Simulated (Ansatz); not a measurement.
A distorted cell of GeO$_{2}$ (rutile):

```
GeO2
1.0
    4.41054     0.00000     0.00000
    0.00000     4.41054     0.00000
    0.00000     0.00000     2.87016
Ge O
2 4
Cartesian
  0.00000   0.00000   0.00000
  2.20527   2.20527   1.43508
  1.34962   1.34962   0.00000
  3.55489   0.85565   1.43508
  0.62065   3.55489   1.90508
  3.06092   3.06092   0.00000
```

These are r2SCAN (plane waves to 500 eV, PAW, scalar-relativistic; Ansatz, an electronic-structure program) values and carry that method's errors. k mesh 6×6×9 (Γ-centred), Fermi-Dirac smearing 0.05 eV. E stands for the smeared free energy. Compression counts positive. GeO2 was relaxed with its symmetry unable to fall.

Q: Predict the force on every atom, in eV/Å.

A: 
| atom | Fx | Fy | Fz |
|---|---|---|---|
| Ge1 | -9.307 | 12.311 | 13.833 |
| Ge2 | 0.286 | -0.085 | 0.287 |
| O3 | 0.141 | 0.157 | 1.096 |
| O4 | -0.653 | 0.748 | -0.474 |
| O5 | 11.798 | -12.652 | -16.285 |
| O6 | -2.265 | -0.479 | 1.544 |

Q: Give the stress tensor in GPa and the pressure.

A: 
```
   26.6    -19.0    -20.3
  -19.0     37.5     26.5
  -20.3     26.5     30.0
```
The pressure, a third of the trace, is 31.4 GPa.

Q: In it atom 5 sits (-0.235, 0.000, 0.470) Å away from its relaxed site. What is its energy relative to the relaxed cell?

A: 3893 meV/cell.

(A displaced cell: forces are minus the slopes of the energy, force constants its curvatures, and phonons follow from these.)
